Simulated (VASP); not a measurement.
## AlN (F-43m) under biaxial strain in the (001) plane

Strain engineering needs slopes: what does biaxial strain in the (001) plane do to the lattice and the band edges of AlN?

Method: LDA; plane waves and PAW (Al, N); cell typed or built by script, in the first sound run; inputs show where later runs differ, in VASP 6.6.1.

## Step 1: The structure

It takes space group F-43m (No. 216, cubic). The conventional cell has a = 4.380 Å, b = 4.380 Å, c = 4.380 Å, α = 90.00°, β = 90.00°, γ = 90.00°. Nearest to Al lie 4 N at 1.90 Å. N has 4 Al at 1.90 Å nearest. Farther neighbours and most contacts between anions are not listed.

## Step 2: Relax the crystal, LDA

The series starts from the cell that this level prefers, so that zero strain is near zero stress.

This step took 2 runs in a row; the last is shown.

Level: LDA; plane waves and PAW (Al, N); cell typed or built by script.

INCAR reads:

```
SYSTEM = AlN
PREC = Accurate
ENCUT = 600
EDIFF = 1E-07
NELM = 120
ISMEAR = 0
SIGMA = 0.02
LREAL = .FALSE.
ALGO = Normal
GGA = CA
NBANDS = 10
LASPH = .TRUE.
LORBIT = 11
LWAVE = .FALSE.
LCHARG = .FALSE.
KPAR = 12
IBRION = 2
NSW = 40
ISIF = 3
EDIFFG = -0.005
POTIM = 0.4
```

POSCAR reads:

```
AlN
1.0
    0.0000000000      2.1729629977      2.1729629977
    2.1729629977      0.0000000000      2.1729629977
    2.1729629977      2.1729629977      0.0000000000
Al N
1 1
Direct
    0.0000000000      0.0000000000      0.0000000000
    0.2500000000      0.2500000000      0.2500000000
```

KPOINTS reads:

```
Automatic mesh
0
Gamma
12 12 12
0 0 0
```

The projector-augmented-wave data sets are Al and N (LDA family, release 64).

Launch:

```
> mpirun -np 12 vasp_std
```

The log of the run:

```text
[banner, memory and clock lines left out]
running   12 mpi-ranks, on    1 nodes
[...]
|                                                                             |
|           W    W    AA    RRRRR   N    N  II  N    N   GGGG   !!!           |
|           W    W   A  A   R    R  NN   N  II  NN   N  G    G  !!!           |
|           W    W  A    A  R    R  N N  N  II  N N  N  G       !!!           |
|           W WW W  AAAAAA  RRRRR   N  N N  II  N  N N  G  GGG   !            |
|           WW  WW  A    A  R   R   N   NN  II  N   NN  G    G                |
|           W    W  A    A  R    R  N    N  II  N    N   GGGG   !!!           |
|                                                                             |
|     For optimal performance we recommend to set                             |
|       NCORE = 2 up to number-of-cores-per-socket                            |
|     NCORE specifies how many cores store one orbital (NPAR=cpu/NCORE).      |
|     This setting can greatly improve the performance of VASP for DFT.       |
[...]
|     Unfortunately you need to use the default for GW and RPA                |
|     calculations (for HF NCORE is supported but not extensively tested      |
|     yet).                                                                   |
|                                                                             |

 LDA part: xc-table for (Slater(with rela. corr.)+CA(PZ))
 , standard interpolation
 POSCAR, INCAR and KPOINTS ok, starting setup
[...]
entering main loop
       N       E                     dE             d eps       ncg     rms          rms(c)
DAV:   1     0.121295161561E+02    0.12130E+02   -0.44324E+03  1456   0.769E+02
DAV:   2    -0.180827623717E+02   -0.30212E+02   -0.29360E+02  1794   0.139E+02
DAV:   3    -0.189339140754E+02   -0.85115E+00   -0.85003E+00  1774   0.232E+01
DAV:   4    -0.189373993829E+02   -0.34853E-02   -0.34851E-02  1628   0.172E+00
[...]
DAV:  10    -0.163761952241E+02   -0.19680E-04   -0.63420E-05  1566   0.609E-02    0.412E-02
DAV:  11    -0.163761938756E+02    0.13486E-05   -0.13174E-06  1622   0.881E-03    0.811E-03
DAV:  12    -0.163761938750E+02    0.57179E-09   -0.33902E-08   886   0.159E-03
   1 F= -.16376194E+02 E0= -.16376194E+02  d E =-.163762E+02
[...]
reached required accuracy - stopping structural energy minimisation
```

The job ended after 5.6 s (12 MPI ranks of AMD EPYC 7R43, shared host; peak memory 1.4 GiB).

The logs omit lines about the potential files and the build; timing stands in the text.

OUTCAR, selected parts (step 2):

```text
  Total        0.0012619      0.0012619      0.0012619      0.0000000      0.0000000      0.0000000
  in kB        0.0985223      0.0985223      0.0985223      0.0000000      0.0000000      0.0000000
  external PRESSURE =       0.0985223 kB  Pullay stress =       0.0000000 kB

 POSITION                                       TOTAL-FORCE (eV/Angst)
 -----------------------------------------------------------------------------------
      0.00000      0.00000      0.00000        -0.000000     -0.000000     -0.000000
      1.08648      1.08648      1.08648         0.000000      0.000000      0.000000
 -----------------------------------------------------------------------------------
    total drift:                               -0.000000     -0.000000     -0.000000

  FREE ENERGIE OF THE ION-ELECTRON SYSTEM (eV)
  ---------------------------------------------------
  free  energy   TOTEN  =       -16.3761938750 eV

  energy  without entropy=      -16.3761938750  energy(sigma->0) =      -16.37619387

 reached required accuracy - stopping structural energy minimisation

[... 3 further parts left out ...]
[key lines of the parts left out:]
E-fermi :   6.0464
```

Numbers from this step:

| Quantity | Value |
| --- | --- |
| energy(sigma→0) of the program | -16.3762 eV |
| stress, compression positive | xx, yy, zz 0.01, 0.01, 0.01 GPa |
| volume | 20.520 Å³ |
| ionic steps | 1 |

## Step 3: Strain along the normal, LDA

One member in full: the plane is strained by -2 %, and the strain along the normal is moved by secant steps until the normal stress is under 0.012 GPa or five steps are spent; the atoms relax at each step.

This step took 3 runs, each at a new trial strain with the atoms of the one before; the last is shown.

Level: LDA; plane waves and PAW (Al, N); cell typed or built by script.

INCAR: that of step 2 with these lines changed.

```diff
@@ -15,7 +15,7 @@
 LCHARG = .FALSE.
-KPAR = 12
-IBRION = 2
-NSW = 40
-ISIF = 3
-EDIFFG = -0.005
-POTIM = 0.4
+KPAR = 3
+IBRION = 1
+NSW = 25
+ISIF = 2
+EDIFFG = -0.004
+POTIM = 0.3
```

POSCAR reads:

```
AlN
1.0
    0.0000000000      2.1295037380      2.2189469020
    2.1295037380      0.0000000000      2.2189469020
    2.1295037380      2.1295037380      0.0000000000
Al N
1 1
Direct
    0.0000000000      0.0000000000      0.0000000000
    0.2500000000      0.2500000000      0.2500000000
```

KPOINTS is that of step 2.

Launch:

```
> mpirun -np 3 vasp_std
```

The log of the run:

```text
[banner, memory and clock lines left out]
running    3 mpi-ranks, on    1 nodes
[...]
LDA part: xc-table for (Slater(with rela. corr.)+CA(PZ))
 , standard interpolation
 POSCAR, INCAR and KPOINTS ok, starting setup
[...]
entering main loop
       N       E                     dE             d eps       ncg     rms          rms(c)
DAV:   1     0.114092542744E+02    0.11409E+02   -0.43408E+03  3356   0.762E+02
DAV:   2    -0.181099638413E+02   -0.29519E+02   -0.28462E+02  3872   0.139E+02
DAV:   3    -0.189594487286E+02   -0.84948E+00   -0.84829E+00  3896   0.230E+01
DAV:   4    -0.189629436231E+02   -0.34949E-02   -0.34948E-02  3660   0.175E+00
[...]
DAV:  10    -0.163603018615E+02   -0.19962E-04   -0.56168E-05  3564   0.570E-02    0.398E-02
DAV:  11    -0.163603007208E+02    0.11407E-05   -0.12395E-06  3648   0.813E-03    0.735E-03
DAV:  12    -0.163603007258E+02   -0.50383E-08   -0.33634E-08  2004   0.156E-03
   1 F= -.16360301E+02 E0= -.16360301E+02  d E =-.163603E+02
 BRION: g(F)=  0.664E-45 g(S)=  0.000E+00
 reached required accuracy - stopping structural energy minimisation
```

The job ended after 18 s (3 MPI ranks; peak memory 0.38 GiB).

From OUTCAR (step 3):

```text
  Total        0.7808399      0.7808399     -0.0000538      0.0000000      0.0000000      0.0000000
  in kB       62.1639847     62.1639847     -0.0042865      0.0000000      0.0000000      0.0000000
  external PRESSURE =      41.4412276 kB  Pullay stress =       0.0000000 kB

 POSITION                                       TOTAL-FORCE (eV/Angst)
 -----------------------------------------------------------------------------------
      0.00000      0.00000      0.00000         0.000000      0.000000      0.000000
      1.06475      1.06475      1.10947        -0.000000     -0.000000     -0.000000
 -----------------------------------------------------------------------------------
    total drift:                               -0.000001     -0.000001      0.000008

  FREE ENERGIE OF THE ION-ELECTRON SYSTEM (eV)
  ---------------------------------------------------
  free  energy   TOTEN  =       -16.3603007258 eV

  energy  without entropy=      -16.3603007258  energy(sigma->0) =      -16.36030073

[... 1 part as in an earlier step ...]

[... 3 further parts left out ...]
[key lines of the parts left out:]
E-fermi :   6.2059
```

Read from the output:

| Quantity | Value |
| --- | --- |
| energy(sigma→0) of the program | -16.3603 eV |
| stress, compression positive | xx, yy, zz 6.22, 6.22, 0.00 GPa |
| ionic steps | 1 |

## Step 4: Band edges, TB-mBJ with spin-orbit coupling

Short lines in KPOINTS_OPT sample the zone centre along and across the normal of the plane, for masses, and the other valleys.

Level: TB-mBJ, spin-orbit coupling; plane waves and PAW (Al, N); cell typed or built by script.

TB-mBJ has no energy functional, so the total energy, stress and pressure in this output mean nothing.

INCAR reads:

```
SYSTEM = AlN
PREC = Accurate
ENCUT = 600
EDIFF = 1E-06
NELM = 150
ISMEAR = 0
SIGMA = 0.02
LREAL = .FALSE.
ALGO = Normal
METAGGA = MBJ
LASPH = .TRUE.
LNONCOLLINEAR = .TRUE.
MAGMOM = 0 0 0 0 0 0
NBANDS = 18
GGA_COMPAT = .FALSE.
LSORBIT = .TRUE.
LWAVE = .FALSE.
LCHARG = .FALSE.
KPAR = 3
```

POSCAR is that of step 3.

KPOINTS reads:

```
Automatic mesh
0
Gamma
9 9 9
0 0 0
```

KPOINTS_OPT reads:

```
Line mode
6
Line-mode
Reciprocal
  0.00000000   0.00000000   0.00000000
  0.01765782   0.01765782   0.00000000

  0.00000000   0.00000000   0.00000000
  0.00000000  -0.01694605  -0.01694605

  0.31000000   0.31000000   0.00000000
  0.50000000   0.50000000   0.00000000

  0.00000000   0.31000000   0.31000000
  0.00000000   0.50000000   0.50000000

  0.45000000   0.45000000   0.45000000
  0.50000000   0.50000000   0.50000000

  0.45000000   0.00000000   0.00000000
  0.50000000   0.00000000   0.00000000

  0.42500000   0.42500000   0.00000000
  0.42500000   0.44194605   0.01694605

  0.50000000   0.50000000   0.50000000
  0.48801733   0.51198267   0.50000000
```

Launch:

```
> mpirun -np 3 vasp_ncl
```

The log of the run:

```text
[banner, memory and clock lines left out]
running    3 mpi-ranks, on    1 nodes
[...]
|                                                                             |
|               ----> ADVICE to this user running VASP <----                  |
|                                                                             |
|     You enforced a specific xc type in the INCAR file but a different       |
|     [... a line on the potential file left out ...]
|     I HOPE YOU KNOW WHAT YOU ARE DOING!                                     |
|                                                                             |

 LDA part: xc-table for (None), standard interpolation
 POSCAR, INCAR and KPOINTS ok, starting setup
[...]
entering main loop
       N       E                     dE             d eps       ncg     rms          rms(c)
DAV:   1     0.171800395360E+02    0.17180E+02   -0.38846E+03  4196   0.876E+02
DAV:   2    -0.208133993961E+02   -0.37993E+02   -0.34974E+02  5484   0.184E+02
DAV:   3    -0.224654206876E+02   -0.16520E+01   -0.16432E+01  4848   0.355E+01
DAV:   4    -0.224731963500E+02   -0.77757E-02   -0.77745E-02  4484   0.290E+00
[...]
DAV:  44    -0.166916264887E+02    0.21008E-04   -0.19840E-10  2070   0.179E-04    0.462E-06
DAV:  45    -0.166916220807E+02    0.44080E-05   -0.17501E-10  2070   0.144E-04    0.108E-05
DAV:  46    -0.166916212155E+02    0.86518E-06   -0.20573E-11  2070   0.463E-05
   1 F= -.16691621E+02 E0= -.16691621E+02  d E =-.221496E-13  mag=    -0.0000     0.0000     0.0000
 Start KPOINTS_OPT (optional k-point list driver)
k-point batch [1-48\48]
       N       E                     dE             ncg
DAV:   1     0.254058572416E+04   -0.95914E+04     1736
DAV:   2     0.712224604677E+03   -0.18284E+04     2340
DAV:   3     0.641859646695E+03   -0.70365E+02     2014
DAV:   4     0.641468785571E+03   -0.39086E+00     1880
DAV:   5     0.641464920136E+03   -0.38654E-02     1912
DAV:   6     0.641464860607E+03   -0.59528E-04     1914
DAV:   7     0.641464859573E+03   -0.10339E-05     1592
DAV:   8     0.641464859474E+03   -0.99343E-07     1194
```

Wall time 9.1 min (3 MPI ranks); peak memory 0.94 GiB.

From OUTCAR (step 4):

```text
  LATTYP: Found a body centered tetragonal cell.
 ALAT       =     3.0115730674
 C/A-ratio  =     1.4736131931

 Subroutine GETGRP returns: Found  8 space group operations
 (whereof  8 operations were pure point group operations)

The static configuration has the point symmetry D_2d.

 Found    115 irreducible k-points:

   k-points           NKPTS =    115   k-points in BZ     NKDIM =    115   number of bands    NBANDS=     18

   dimension x,y,z NGX =    28 NGY =   28 NGZ =   24
   dimension x,y,z NGXF=    56 NGYF=   56 NGZF=   48

   ENCUT  =  600.0 eV  44.10 Ry    6.64 a.u.   6.14  6.14  6.01*2*pi/ulx,y,z

   NELECT =       8.0000    total number of electrons

 E-fermi :   6.5227

 k-point     1 :       0.0000    0.0000    0.0000
  band No.  band energies     occupation
    ...
      4       6.2250      1.00000
      5       6.4209      1.00000
      6       6.4209      1.00000
      7       6.4324      1.00000
      8       6.4324      1.00000
      9      11.9912      0.00000
     10      11.9912      0.00000
     11      20.3544      0.00000
     12      20.3544      0.00000
     13      20.4012      0.00000
    ...

 k-point     2 :       0.1111    0.0000    0.0000
  band No.  band energies     occupation
    ...
      4       5.4725      1.00000
      5       6.2182      1.00000
      6       6.2183      1.00000
      7       6.3766      1.00000
      8       6.3766      1.00000
      9      12.7225      0.00000
     10      12.7225      0.00000
     11      19.9136      0.00000
     12      19.9246      0.00000
     13      20.5491      0.00000
    ...

  Total       22.2487429     22.2487429     21.1316868      0.0000000      0.0000000      0.0000000
  in kB     1771.2601059   1771.2601059   1682.3293737      0.0000000      0.0000000      0.0000000
  external PRESSURE =    1741.6165285 kB  Pullay stress =       0.0000000 kB

 POSITION                                       TOTAL-FORCE (eV/Angst)
 -----------------------------------------------------------------------------------
      0.00000      0.00000      0.00000        -0.000000     -0.000000      0.000000
      1.06475      1.06475      1.10947         0.000000      0.000000     -0.000000
 -----------------------------------------------------------------------------------
    total drift:                                0.000858      0.000858      0.000237

  FREE ENERGIE OF THE ION-ELECTRON SYSTEM (eV)
  ---------------------------------------------------
  free  energy   TOTEN  =       -16.6916212155 eV

  energy  without entropy=      -16.6916212155  energy(sigma->0) =      -16.69162122

 Spin-Orbit-Coupling matrix elements
 Ion:    1  E_soc:     -0.0000894
 Ion:    2  E_soc:     -0.0000474

[... 1 part as in an earlier step ...]

[... 7 further parts left out ...]
```

## Step 5: Band edges, r2SCAN with spin-orbit coupling

Short lines in KPOINTS_OPT sample the zone centre along and across the normal of the plane, for masses, and the other valleys.

Level: r2SCAN, spin-orbit coupling; plane waves and PAW (Al, N); cell typed or built by script.

INCAR: that of step 4 with these lines changed.

```diff
@@ -4,3 +4,3 @@
 EDIFF = 1E-06
-NELM = 150
+NELM = 100
 ISMEAR = 0
@@ -9,3 +9,3 @@
 ALGO = Normal
-METAGGA = MBJ
+METAGGA = R2SCAN
 LASPH = .TRUE.
```

POSCAR is that of step 4.

KPOINTS is that of step 4.

KPOINTS_OPT is that of step 4.

Launch:

```
> mpirun -np 3 vasp_ncl
```

The log of the run:

```text
[banner, memory and clock lines left out]
running    3 mpi-ranks, on    1 nodes
[...]
[... a notice as in an earlier step ...]

 LDA part: xc-table for (None), standard interpolation
 POSCAR, INCAR and KPOINTS ok, starting setup
[...]
entering main loop
       N       E                     dE             d eps       ncg     rms          rms(c)
DAV:   1    -0.221399563301E+02   -0.22140E+02   -0.39586E+03  4172   0.900E+02
DAV:   2    -0.607477039607E+02   -0.38608E+02   -0.35570E+02  5480   0.188E+02
DAV:   3    -0.624483396848E+02   -0.17006E+01   -0.16914E+01  4974   0.365E+01
DAV:   4    -0.624581637473E+02   -0.98241E-02   -0.98227E-02  4534   0.332E+00
[...]
DAV:  12    -0.579915939767E+02    0.18133E-05   -0.24521E-06  4204   0.157E-02    0.831E-03
DAV:  13    -0.579915974692E+02   -0.34924E-05   -0.64686E-07  3250   0.105E-02    0.441E-03
DAV:  14    -0.579915979405E+02   -0.47129E-06   -0.10707E-07  2094   0.428E-03
   1 F= -.57991598E+02 E0= -.57991598E+02  d E =-.888653E-12  mag=    -0.0000     0.0000     0.0000
 Start KPOINTS_OPT (optional k-point list driver)
k-point batch [1-48\48]
       N       E                     dE             ncg
DAV:   1     0.237804927303E+04   -0.97540E+04     1736
DAV:   2     0.551653400662E+03   -0.18264E+04     2348
DAV:   3     0.475675935412E+03   -0.75977E+02     2046
DAV:   4     0.475200597359E+03   -0.47534E+00     1886
DAV:   5     0.475195115462E+03   -0.54819E-02     1932
DAV:   6     0.475195015928E+03   -0.99535E-04     1918
DAV:   7     0.475195013853E+03   -0.20744E-05     1758
DAV:   8     0.475195013694E+03   -0.15928E-06     1126
```

The job ended after 9.5 min (3 MPI ranks; peak memory 0.89 GiB; 24 min of CPU time).

(Part 1 of 2 ends here.)

[Lines on the potential files, build, host, timing and source positions are cut from VASP's logs without a mark.]

[Logs are printed without paths, hosts, clocks, repeated set-up lines and the standing remarks that a program may print on its own settings, such as how far it seeks lower states.]

[Hosts, paths, dates, database ids (printed as entryN), source tags and the programs' standing remarks are cut or masked in the printed files.]

[In band tables of VASP the shares of atoms and orbitals are scaled to a sum of 1 inside the atoms' spheres.]
